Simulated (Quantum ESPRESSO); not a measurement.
Crystal: WS2.

```xyz
3
Lattice="0.0000 3.0079 3.0079 3.0079 0.0000 3.0079 3.0079 3.0079 0.0000" Properties=species:S:1:pos:R:3 pbc="T T T"
W     0.0000    0.0000    0.0000
S     1.5040    1.5040    1.5040
S     4.5119    4.5119    4.5119
```

Measurements of this composition are mostly on another form, of space group No. 194.

Base run:

* Program: Quantum ESPRESSO 7.5
* Functional: PBE
* Potentials or basis: GBRV 1.5 PBE
* Cutoff: 762 eV
* Density cutoff: 6095 eV
* k mesh: 6 × 6 × 6
* Occupations: gaussian, width 0.05 eV
* Spin: no spin polarisation
* Hubbard terms: W d U = 2 eV

Its results: band gap on the k mesh none (metal or under the smearing width); pressure -8.9 GPa.

Task: The run is repeated on the same cell with these changes: spin from no spin polarisation to collinear spin, ferromagnetic start; magnetic state asked for from nm to fm. What comes out?

Result: Band gap on the k mesh none (metal or under the smearing width); pressure -2.1 GPa; net moment 1.97 μB per cell; site moments W +1.44; S -0.06 μB.

Caveats: U without spin polarisation on a metal has little footing (some runs).
